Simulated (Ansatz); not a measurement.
The calculation used DFT PBE, scalar-relativistic, plane waves, PAW (Ansatz 0.2.0). Settings: cutoff 420 eV, Γ-centred meshes spaced at most about 0.3 Å⁻¹, and about 0.25 Å⁻¹ or finer for metals (2π included), Gaussian smearing. No spin polarisation in the final relaxations.

These are static total energies at zero pressure. All come from trial cells, and lower structures may exist. Only a and b repeat, and vacuum parts each sheet from its images along c.

Question: These unrelaxed guesses for CuAu are each relaxed within their symmetry. Order them by the energy at which they end, lowest first.
A.

```
CELL_PARAMETERS angstrom
2.81075 0.00000 0.00000
0.00000 2.81075 0.00000
0.00000 0.00000 16.00000
ATOMIC_POSITIONS crystal
Cu 0.50000 0.50000 0.55758
Au 0.00000 0.00000 0.44242
```

B.

```
CELL_PARAMETERS angstrom
3.52704 0.00000 0.00000
0.00000 3.52704 0.00000
0.00000 0.00000 14.00000
ATOMIC_POSITIONS crystal
Cu 0.00000 0.00000 0.50000
Au 0.50000 0.50000 0.50000
```

Answer: A (ends in p4mm, 0 meV/atom), B (ends in p4/mmm, 166 meV/atom). Even the lowest end lies +0.53 eV/atom against the elements.

These runs have no spin–orbit coupling, which can matter for Au. Cells relaxed within their symmetry can be saddle points. Some types were kept out of the candidates beforehand, so the set may lack a known form.
